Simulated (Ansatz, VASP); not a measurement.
# Two plane-wave programs on W

INCAR

```
SYSTEM = W
PREC = Accurate ; ENCUT = 520
EDIFF = 1E-7 ; ISMEAR = 0
SIGMA = 0.05 ; LREAL = .False.
LASPH = .True. ; NELM = 80
ALGO = Normal ; ISIF = 2
LWAVE = .False. ; LCHARG = .False.
GGA = PE ; NBANDS = 13
```

File KPOINTS:

```
regular mesh
0
Gamma
  18 18 18
  0 0 0
```

The input POSCAR:

```
W
1.0
    0.0000000000      2.0185702277      2.0185702277
    2.0185702277      0.0000000000      2.0185702277
    2.0185702277      2.0185702277      0.0000000000
W
1
Direct
    0.0000000000      0.0000000000      0.0000000000
```

Input for Ansatz:

```yaml
crystal:
  lattice:
    - [0.0, 2.0185702277, 2.0185702277]
    - [2.0185702277, 0.0, 2.0185702277]
    - [2.0185702277, 2.0185702277, 0.0]
  atoms:
    - { symbol: W, position: [0.0, 0.0, 0.0] }
basis:
  ecutwfc: 420
  ecutrho_ratio: 4
kpoints:
  mp_grid: { grid: [18, 18, 18] }
hamiltonian:
  xc: pbe
scf:
  occupations: { method: gaussian, width: 0.05 }
output:
  forces: true
  stress: true
  eigenvalues: true
```

Alike in both runs: task single point; functional PBE; k mesh 18 × 18 × 18; occupations gaussian, width 0.05 eV; no spin polarisation.

|  | VASP | Ansatz |
| --- | --- | --- |
| version | VASP 6.6.1 | Ansatz 0.2.0 |
| potentials or method | VASP PAW PBE potentials, release 64 (W_sv) | scalar-relativistic, plane waves, PAW |
| plane-wave cutoff (eV) | 520 | 420 |
| valence electrons in the cell | 14 | 14 |

```tsv
	VASP	Ansatz	Ansatz less VASP
pressure (GPa)	0.5	0.0	-0.51
```

The runs have no spin-orbit coupling, so splittings on W are missing.
